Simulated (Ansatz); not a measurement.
Na under changes of volume

One of the cells (37.814 Å³/atom); the others are scaled copies at fixed shape and fractional positions:

```
Na
1.0
     3.76700    0.00000    0.00000
    -1.88350    3.26232    0.00000
     0.00000    0.00000    6.15400
Na
2
Direct
  0.66667 0.33333 0.75000
  0.33333 0.66667 0.25000
```

This isn't the form of Na at room conditions, which is bcc.

| Property | Result |
| --- | --- |
| Program | Ansatz 0.2.0 |
| Functional | PBEsol |
| Potentials or basis | all-electron LAPW, scalar-relativistic |
| Cutoff | 80 eV (chosen from the basis error) |
| Basis error allowed | 0.0005 eV/atom |
| k mesh | 8 × 8 × 5 |
| Occupations | fermi-dirac, width 0.05 eV |
| Spin | no spin polarisation |

```tsv
volume (Å³/atom)	energy over the lowest point (meV/atom)	pressure (GPa)
35.545	?	?
36.301	0.00	0.0
37.057	0.30	-0.1
37.814	1.31	-0.3
38.570	2.95	-0.4
39.326	5.17	-0.5
40.083	7.93	-0.6
```

What does the run at 35.545 Å³/atom give?

Energy over the lowest point 0.48 meV/atom; pressure 0.2 GPa.

Worked out: A Birch-Murnaghan fit of order 3 (a polynomial in V^(-2/3)) to the other rows has its minimum at 36.37 Å³/atom with B0 = V·E''(V) = 7.8 GPa and B' = 3.5 at fixed shape and positions, which overstates the stiffness. It gives 0.46 meV/atom at 35.545 Å³/atom, against the run's 0.48, and -dE/dV = 0.2 GPa, against 0.2.

Energies are extrapolated to zero smearing.
